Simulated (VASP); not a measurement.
Wanted: the native input for a VASP 6.6.1 run.

```yaml
Task: relaxation of cell and atoms
Functional: PBE
Potentials_or_basis: VASP PAW PBE potentials, release 64 (Ni)
Cutoff: 520 eV
k_mesh: 20 × 20 × 20
Occupations: gaussian, width 0.1 eV
Spin: collinear spin, ferromagnetic start
Starting_moments: "[0.8] μB"
Further_INCAR_settings: ALGO = Fast; EDIFF = 1e-07; IBRION = 2; EDIFFG = -0.002; NSW = 80; ISIF = 3
```

The structure of Ni lies in POSCAR:

```
Ni
1.0
    0.0000000000      1.7619350000      1.7619350000
    1.7619350000      0.0000000000      1.7619350000
    1.7619350000      1.7619350000      0.0000000000
Ni
1
Direct
    0.0000000000      0.0000000000      0.0000000000
```

One way to write it, as run:

INCAR

```
  PREC = Accurate
  ENCUT = 520
  EDIFF = 1E-7
  ISMEAR = 0
  SIGMA = 0.1
  LREAL = F
  LASPH = T
  NELM = 120
  ALGO = Fast
  ISIF = 3
  LWAVE = F
  LCHARG = F
  ISPIN = 2
  MAGMOM = 0.8
  LORBIT = 11
  LMAXMIX = 4
  GGA = PE
  IBRION = 2
  NSW = 80
  EDIFFG = -0.002
```

KPOINTS

```
regular mesh
0
Gamma
  20 20 20
```

Potentials or basis: VASP PAW PBE potentials, release 64 (Ni).

The run is started by

```sh
$ cat potpaw_PBE.64/Ni/POTCAR > POTCAR
$ mpirun -np 1 vasp_std > vasp.out
```

Results of the run:

```yaml
Relaxed_volume: 10.88 Å³/atom
Relaxed_cell: a = 2.488 Å, b = 2.488 Å, c = 2.488 Å, α = 60.00°, β = 60.00°, γ = 60.00°
Space_group_after_relaxing_to_0.05_Å: Fm-3m (No. 225)
Energy_gained_by_relaxing: 0.2 meV/atom
Ionic_steps: 5
Pressure_after_relaxing: 0.0 GPa
Band_gap_on_the_k_mesh: none (metal or under the smearing width)
Net_moment: 0.63 μB per cell
Site_moments: Ni +0.64 μB
Valence_electrons_inside_the_program's_atomic_spheres: Ni 9.31
```

Wall time 83 s on 1 thread of Intel(R) Xeon(R) Platinum 8559C (Emerald Rapids) (shared host), peak memory 0.17 GiB.
